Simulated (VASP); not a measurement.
Write the native input for VASP 6.6.1 that does the following.

```yaml
Task: relaxation of the atoms
Functional: PBE
Potentials_or_basis: VASP PAW PBE potentials, release 64 (Cu, O)
Cutoff: 600 eV
k_mesh: 6 × 6 × 6
Occupations: gaussian, width 0.03 eV
Spin: no spin polarisation
Further_INCAR_settings: ALGO = Fast; EDIFF = 1e-07; IBRION = 2; EDIFFG = -0.01; NSW = 40
```

The structure of Cu2O (Cuprite) lies in POSCAR:

```
Cu2O                                    
1.0
    4.3071284844      0.0000000000      0.0000000000
    0.0000000000      4.3071284844      0.0000000000
    0.0000000000      0.0000000000      4.3071284844
  Cu              O             
     4     2
Direct
     0.2500000000000000    0.2500000000000000    0.2500000000000000
     0.2500000000000000    0.7500000000000000    0.7500000000000000
     0.7500000000000000    0.7500000000000000    0.2500000000000000
     0.7500000000000000    0.2500000000000000    0.7500000000000000
     0.0000000000000000    0.0000000000000000    0.0000000000000000
     0.5000000000000000    0.5000000000000000    0.5000000000000000
```

The input as run:

INCAR

```
SYSTEM = Cu2O
ALGO = Fast
EDIFF = 1E-7
EDIFFG = -0.01
ENCUT = 600
GGA = PE
IBRION = 2
ISIF = 2
ISMEAR = 0
KPAR = 2
LASPH = .True.
LCHARG = .False.
LREAL = .False.
LWAVE = .False.
NELM = 80
NSW = 40
PREC = Accurate
SIGMA = 0.03
```

KPOINTS

```
k-points
0
Gamma
  6 6 6
  0 0 0
```

Potentials or basis: VASP PAW PBE potentials, release 64 (Cu, O).

The run is started by

```bash
$ cat potpaw_PBE.64/Cu/POTCAR potpaw_PBE.64/O/POTCAR > POTCAR
$ mpirun -np 2 vasp_std > vasp.out
```

It gave:

```json
{"Pressure after relaxing": "0.0 GPa", "Band gap on the k mesh": "0.47 eV, direct"}
```

Caveat: the relaxation stopped at its first step, so nothing moved.

It took 38 s on 2 MPI ranks on AMD EPYC 7R13 Processor (Zen 3), with other jobs on the host, peak memory 0.19 GiB a rank.
